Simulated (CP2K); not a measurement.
# InPd under changes of volume

One of the cells (20.708 Å³/atom); the others are scaled copies at fixed shape and fractional positions:

```
In Pd
1.0
     3.88353    0.00000    0.00000
     1.94176    3.36324    0.00000
     1.94176    1.12108    3.17089
In Pd
1 1
Direct
  0.00000 0.00000 0.00000
  0.50000 0.50000 0.50000
```

The cell was built by a generator and needn't be a form met in nature.

```yaml
Program: CP2K 2026.2
Functional: LDA
Potentials_or_basis: GTH_POTENTIALS In GTH-PADE-q13, Pd GTH-PADE-q18; TZVP-MOLOPT-PBE-GTH basis
Density_cutoff: 6803 eV
k_mesh: 8 × 8 × 8
Occupations: fermi-dirac, width 0.05 eV
Spin: no spin polarisation
```

| volume (Å³/atom) | energy over the lowest point (meV/atom) | pressure (GPa) |
| --- | --- | --- |
| 19.465 | 0.00 | -3.9 |
| 19.880 | 12.96 | -6.0 |
| 20.294 | ? | ? |
| 20.708 | 53.18 | -9.3 |
| 21.122 | 79.21 | -10.7 |
| 21.536 | 108.47 | -11.8 |
| 21.950 | 140.48 | -12.8 |

Q: What does the run at 20.294 Å³/atom give?

A: Energy over the lowest point 30.90 meV/atom; pressure -7.8 GPa.

Worked out: A Birch-Murnaghan fit of order 3 (a polynomial in V^(-2/3)) to the other rows has no minimum within the range. It gives 30.90 meV/atom at 20.294 Å³/atom, against the run's 30.90, and -dE/dV = -7.8 GPa, against -7.8.

Energies are extrapolated to zero smearing.

Caveats: the basis of atomic orbitals isn't converged, which shifts pressures, moduli and gaps.
